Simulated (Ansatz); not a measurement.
Relaxed BeO (wurtzite):

```yaml
crystal:
  lattice:
    - [5.42363, 0.00000, 0.00000]
    - [-1.35591, 2.34850, 0.00000]
    - [0.00000, 0.00000, 4.40456]
  atoms:
    - { symbol: Be, position: [0.33333, 0.33333, 0.00149] }
    - { symbol: Be, position: [0.83333, 0.33333, 0.00149] }
    - { symbol: Be, position: [0.16667, 0.66667, 0.50149] }
    - { symbol: Be, position: [0.66667, 0.66667, 0.50149] }
    - { symbol: O, position: [0.33333, 0.33333, 0.62371] }
    - { symbol: O, position: [0.83333, 0.33333, 0.62371] }
    - { symbol: O, position: [0.16667, 0.66667, 0.12371] }
    - { symbol: O, position: [0.66667, 0.66667, 0.12371] }
```

A phonon eigenvector at M = (0.5, 0.0, 0.0) is frozen into this cell: atom i moves by Q times the vector below, so Q is the largest atomic displacement, in Å. The cell is held. (q is in reciprocal vectors of the primitive cell; the cell shown is doubled to hold the pattern.)

```
atom       x       y      z
----  ------  ------  -----
Be1    0.500  -0.866  0.000
Be2   -0.500   0.866  0.000
Be3   -0.500   0.866  0.000
Be4    0.500  -0.866  0.000
O5     0.251  -0.435  0.000
O6    -0.251   0.435  0.000
O7    -0.251   0.435  0.000
O8     0.251  -0.435  0.000
```

These are PBE (plane waves to 420 eV, PAW, scalar-relativistic; Ansatz, a program for electronic structure) values and carry that method's errors. k mesh 7×14×8 (Γ-centred), Fermi-Dirac smearing 0.05 eV. The energy includes the smearing's −TS. BeO was relaxed with its symmetry unable to fall. The zero of ΔE is the undisplaced structure.

| Q (Å) | ΔE (meV/cell) |
|---|---|
| -0.180 | withheld |
| -0.150 | 969 |
| -0.120 | 607 |
| -0.090 | 336 |
| -0.060 | 148 |
| -0.030 | 37 |
| 0.000 | 0 |
| 0.030 | 37 |
| 0.060 | 148 |
| 0.090 | 336 |
| 0.120 | 607 |
| 0.150 | 969 |
| 0.180 | withheld |

Problem. Fit an even polynomial form (powers 2, 4) to the given rows and predict ΔE at Q = -0.180.

Solution. Least squares on the 11 given rows: ΔE = (40600)·Q² + (109600)·Q⁴, in meV/cell with Q in Å; root-mean-square residual 0.3 meV/cell. At -0.180 the fit gives 1430 meV/cell; the calculation gives 1431 meV/cell, so the extrapolation is off by -1 (-0.1 %). The quadratic term alone would give 1315 meV/cell.

(For displaced atoms, the force is minus the slope of the energy, and its curvature is a force constant, which sets phonon frequencies.)
